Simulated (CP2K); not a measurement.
Runs of CP2K 2026.2 on Ge. The structure is cubic, space group Fd-3m (No. 227). Conventional cell: a = 5.658 Å, b = 5.658 Å, c = 5.658 Å, α = 90.00°, β = 90.00°, γ = 90.00°. Around Ge (site symmetry -43m) lie 4 Ge at 2.45 Å. 

| task | level | potentials or basis | cell | smearing | EPS_DEFAULT | k points reduced by the point group | NGRIDS | basis sets | potentials | gap on the mesh (eV) | pressure (GPa) | V0 of scaled cells (Å³/atom) | B0 (GPa) |
| --- | --- | --- | --- | --- | --- | --- | --- | --- | --- | --- | --- | --- | --- |
| single point | PBE | POTENTIAL_UZH Ge GTH-PBE-q4; TZVP-MOLOPT-PBE-GTH basis | as given | fermi-dirac 0.05 eV | 1.0E-10 | yes | 5 | Ge TZVP-MOLOPT-PBE-GTH-q4 | Ge GTH-PBE-q4 of POTENTIAL_UZH | none | 4.0 | - | - |
| relaxation of cell and atoms | RPBE+D3(BJ) | POTENTIAL_UZH Ge GTH-PBE-q4; TZVP-MOLOPT-PBE-GTH basis | relaxed | fermi-dirac 0.05 eV | 1.0E-10 | - | 5 | Ge TZVP-MOLOPT-PBE-GTH-q4 | Ge GTH-PBE-q4 of POTENTIAL_UZH | 0.39 | 0.0 | - | - |
| band structure | r2SCAN | POTENTIAL_UZH Ge GTH-SCAN-q4; TZVP-MOLOPT-SCAN-GTH basis | as given | fermi-dirac 0.01 eV | 1.0E-9 | yes | 4 | Ge TZVP-MOLOPT-SCAN-GTH-q4 | Ge GTH-SCAN-q4 of POTENTIAL_UZH | 0.48 | -3.0 | - | - |
| single point | PBEsol | POTENTIAL_UZH Ge GTH-PBE-q4; TZVP-MOLOPT-PBE-GTH basis | as given | fermi-dirac 0.05 eV | 1.0E-10 | yes | 5 | Ge TZVP-MOLOPT-PBE-GTH-q4 | Ge GTH-PBE-q4 of POTENTIAL_UZH | 0.05 | 3.4 | - | - |
| band structure | PBE | POTENTIAL_UZH Ge GTH-PBE-q4; TZVP-MOLOPT-PBE-GTH basis | as given | fermi-dirac 0.1 eV | 1.0E-9 | yes | 4 | Ge TZVP-MOLOPT-PBE-GTH-q4 | Ge GTH-PBE-q4 of POTENTIAL_UZH | none | 4.0 | - | - |
| equation of state | LDA | GTH_POTENTIALS Ge GTH-PADE-q4; TZVP-MOLOPT-PBE-GTH basis | as given | fermi-dirac 0.1 eV | 1.0E-10 | yes | 5 | Ge TZVP-MOLOPT-PBE-GTH-q4 | Ge GTH-PADE-q4 of GTH_POTENTIALS | - | - | (b) | 73 |
| single point | r2SCAN | POTENTIAL_UZH Ge GTH-SCAN-q4; TZVP-MOLOPT-SCAN-GTH basis | as given | fermi-dirac 0.05 eV | 1.0E-9 | yes | 5 | Ge TZVP-MOLOPT-SCAN-GTH-q4 | Ge GTH-SCAN-q4 of POTENTIAL_UZH | 0.48 | -3.0 | - | - |
| single point | r2SCAN+rVV10 | POTENTIAL_UZH Ge GTH-SCAN-q4; TZVP-MOLOPT-SCAN-GTH basis | as given | fermi-dirac 0.05 eV | 1.0E-9 | yes | 5 | Ge TZVP-MOLOPT-SCAN-GTH-q4 | Ge GTH-SCAN-q4 of POTENTIAL_UZH | 0.47 | -3.2 | - | - |
| band structure | r2SCAN | POTENTIAL_UZH Ge GTH-SCAN-q4; TZVP-MOLOPT-SCAN-GTH basis | as given | fermi-dirac 0.1 eV | 1.0E-9 | yes | 4 | Ge TZVP-MOLOPT-SCAN-GTH-q4 | Ge GTH-SCAN-q4 of POTENTIAL_UZH | 0.48 | -3.0 | - | - |
| equation of state | LDA | GTH_POTENTIALS Ge GTH-PADE-q4; TZVP-MOLOPT-PBE-GTH basis | as given | fermi-dirac 0.01 eV | 1.0E-9 | yes | 4 | Ge TZVP-MOLOPT-PBE-GTH-q4 | Ge GTH-PADE-q4 of GTH_POTENTIALS | - | - | 21.72 | 74 |
| band structure | LDA | GTH_POTENTIALS Ge GTH-PADE-q4; TZVP-MOLOPT-PBE-GTH basis | as given | fermi-dirac 0.05 eV | 1.0E-10 | yes | 4 | Ge TZVP-MOLOPT-PBE-GTH-q4 | Ge GTH-PADE-q4 of GTH_POTENTIALS | none | -2.7 | - | - |
| single point | r2SCAN+D3(BJ)+ATM | POTENTIAL_UZH Ge GTH-SCAN-q4; TZVP-MOLOPT-SCAN-GTH basis | as given | fermi-dirac 0.05 eV | 1.0E-9 | yes | 5 | Ge TZVP-MOLOPT-SCAN-GTH-q4 | Ge GTH-SCAN-q4 of POTENTIAL_UZH | 0.48 | (a) | - | - |

Alike in all rows: no spin polarisation; k mesh 8 × 8 × 8.

Estimate the missing entries.

(a) -3.8; (b) 21.74.

Caveats: the basis of atomic orbitals isn't converged, which shifts pressures, moduli and gaps; the potentials were made for another functional, which shifts forces and pressure (some runs); more than 0.5 GPa of stress was left at the end, so the final cell isn't listed (some runs); the real-space grid breaks the cell's symmetry a little (some runs).

A k mesh can miss the band edges, and the runs leave out spin-orbit coupling on Ge.

A gap of «none» marks a metal or a gap under the smearing width.

Not every run made on this cell is shown here.
